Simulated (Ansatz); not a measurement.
# Equation of state of NaH and its gap

A database entry relaxed whole under r2SCAN (Fm-3m):

```yaml
crystal:
  lattice:
    - [0.00000, 2.39737, 2.39737]
    - [2.39737, 0.00000, 2.39737]
    - [2.39737, 2.39737, 0.00000]
  atoms:
    - { symbol: Na, position: [0.00000, 0.00000, 0.00000] }
    - { symbol: H, position: [0.50000, 0.50000, 0.50000] }
```

The cell was scaled uniformly, its shape held, and the atoms relaxed at each volume with plane-wave PAW DFT (Ansatz 0.2.0; r2SCAN, 500 eV, 10×10×10 Γ-centred mesh, fermi-dirac occupations of width 0.020 eV; no spin, no spin-orbit coupling). One row is withheld.

| volume (Å³/atom) | energy over the lowest (meV/atom) | pressure (GPa) | gap over mesh and path (eV) |
| --- | --- | --- | --- |
| 12.952 | 4.2 | 1.70 | 4.51 |
| 13.228 | 1.8 | 1.08 | 4.48 |
| 13.503 | 0.4 | 0.52 | 4.44 |
| 13.779 | 0.0 | 0.01 | 4.40 |
| 14.054 | ? | ? | ? |
| 14.330 | 1.6 | -0.88 | 4.33 |
| 14.605 | 3.4 | -1.27 | 4.30 |

**Question.** Fit the pressures of the other rows to the third-order Birch-Murnaghan form.

**Answer.** With f = [(V₀/V)^(2/3) − 1]/2 and P = 3B₀f(1 + 2f)^(5/2)[1 + 3(B₀′ − 4)f/2], least squares gives V₀ = 13.78 Å³ an atom, B₀ = 24.4 GPa and B₀′ = 3.7; the rows miss the fit by less than 0.01 GPa. The slope of the energies differs from these pressures by less than 0.05 GPa.

**Question.** How does the gap move with volume?

**Answer.** A parabola in ln(V/V₀) through the other rows has the slope dE_g/d ln V = -1.8 eV at V₀, so by B₀ the gap moves by +74 meV a GPa: it widens under pressure.

**Question.** What does the withheld row hold?

**Answer.** The fit gives -0.46 GPa at 14.054 Å³; the run gave -0.46 GPa and 0.4 meV an atom. Its gap is 4.37 eV, against 4.37 eV from the parabola.

Caveats: the shape of the cell was held; 0 K, fixed nuclei; the symmetry was kept, and this need not be the phase that is stable at 0 K; one mesh for all volumes; r2SCAN gaps lie as a rule under measured ones; the slope of the gap can be off by tens of per cent, more where shallow d levels or spin-orbit coupling act on the edges; the relaxed cell lies far from the entry, by an error of the functional or of the entry; pressure is positive in compression.
